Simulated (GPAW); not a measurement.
Runs of GPAW 26.7.0 on Ni. It takes space group Im-3m (No. 229, cubic). Conventional cell: a = 2.767 Å, b = 2.767 Å, c = 2.767 Å, α = 90.00°, β = 90.00°, γ = 90.00°. Ni (site symmetry m-3m) is surrounded by 8 Ni at 2.40 Å. This isn't the form of Ni at room conditions, which is fcc.

```csv
task,level,potentials or basis,U,cell,optimizer,fmax,max steps,convergence,band path,gap on the mesh (eV),pressure (GPa),moment (μB),relaxed volume (Å³/atom)
single point,r2SCAN+U,"GPAW PAW data sets (gpaw-data 1.2.1), pw",Ni d U = 6 eV,as given,-,-,-,-,-,none,7.6,0.91,-
single point,r2SCAN,"GPAW PAW data sets (gpaw-data 1.2.1), pw",-,as given,-,-,-,-,-,none,(d),0.65,-
relaxation of cell and atoms,PBEsol+D3(BJ),"PAW data sets generated in the run's folder for this functional, pw",-,relaxed,BFGS,0.02 eV/Å,60,density=1e-05 forces=0.0001,-,none,0.1,(c),(a)
single point,r2SCAN+U,"GPAW PAW data sets (gpaw-data 1.2.1), pw",Ni d U = 8 eV,as given,-,-,-,-,-,none,8.1,(b),-
relaxation of cell and atoms,PBEsol,"PAW data sets generated in the run's folder for this functional, pw",-,relaxed,BFGS,0.02 eV/Å,60,density=1e-05 forces=0.0001,-,none,0.2,0.59,10.61
band structure,LDA,"the program's PAW data sets (release 1.2.1) made for this functional, pw",-,as given,-,-,-,-,"GHNGPH,PN",-,-8.4,0.53,-
single point,r2SCAN+U,"GPAW PAW data sets (gpaw-data 1.2.1), pw",Ni d U = 2 eV,as given,-,-,-,-,-,none,3.0,0.66,-
```

Alike in all rows: spin collinear, ferromagnetic start; k mesh 13 × 13 × 13; cutoff (eV) 600; smearing fermi-dirac 0.05 eV.

Question: Fill in the values left out.

Answer: (a) 10.32; (b) 0.92; (c) 0.56; (d) 4.0.

Caveats: the stock nickel data set gives pressures a few GPa off other programs; the PAW data sets were made with another functional, which shifts forces and pressure a little (some runs); the U is typed as a test and isn't derived for this compound (some runs); each step starts from the last one's moments, so a moment once lost doesn't come back (some runs); later steps reuse the first step's grids (some runs); pairwise dispersion overbinds metals, which lowers pressure and volume (some runs).

A k mesh can miss the band edges.

A gap of «none» marks a metal or a gap under the smearing width.

Not every run made on this cell is shown here.
